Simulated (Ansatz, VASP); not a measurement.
Two plane-wave programs on Si

```xyz
24
Lattice="5.6922 3.2864 0.0000 -5.6922 3.2864 0.0000 0.0000 0.0000 12.7099" Properties=species:S:1:pos:R:3 pbc="T T T"
Si    0.0000    0.0000    5.1775
Si   -1.8974    3.2864    5.1775
Si    1.8974    3.2864    5.1775
Si    0.0000    0.0000   11.5324
Si   -1.8974    3.2864   11.5324
Si    1.8974    3.2864   11.5324
Si    0.0000    0.0000    1.1775
Si   -1.8974    3.2864    1.1775
Si    1.8974    3.2864    1.1775
Si    0.0000    0.0000    7.5324
Si   -1.8974    3.2864    7.5324
Si    1.8974    3.2864    7.5324
Si    0.0000    2.1909    4.3643
Si    3.7948    2.1909    4.3643
Si   -3.7948    2.1909    4.3643
Si    1.8974    1.0955   10.7192
Si    0.0000    4.3819   10.7192
Si   -1.8974    1.0955   10.7192
Si    0.0000    2.1909    1.9907
Si    3.7948    2.1909    1.9907
Si   -3.7948    2.1909    1.9907
Si    1.8974    1.0955    8.3456
Si    0.0000    4.3819    8.3456
Si   -1.8974    1.0955    8.3456
```

Alike in both runs: task electric field gradients; functional PBE; k mesh 5 × 5 × 2; no spin polarisation.

|  | VASP | Ansatz |
| --- | --- | --- |
| version | VASP 6.6.1 | Ansatz 0.2.0 |
| potentials or method | VASP PAW PBE potentials, release 64 (Si) | plane-wave PAW, scalar-relativistic |
| plane-wave cutoff (eV) | 520 | 420 |
| occupations | gaussian, width 0.01 eV | fixed |
| valence electrons in the cell | 96 | 96 |

VASP gave:

* gap on the k mesh at the Fermi level (eV): 0.59
* Vzz of the field gradient on the site that differs most (V/Å²): 6.3

Problem. Estimate Ansatz's values.

Solution. gap on the k mesh at the Fermi level (eV): 0.59; Vzz of the field gradient on the site that differs most (V/Å²): 6.2.

Caveats: an odd mesh through Γ misses points on the zone boundary, where band edges often lie.
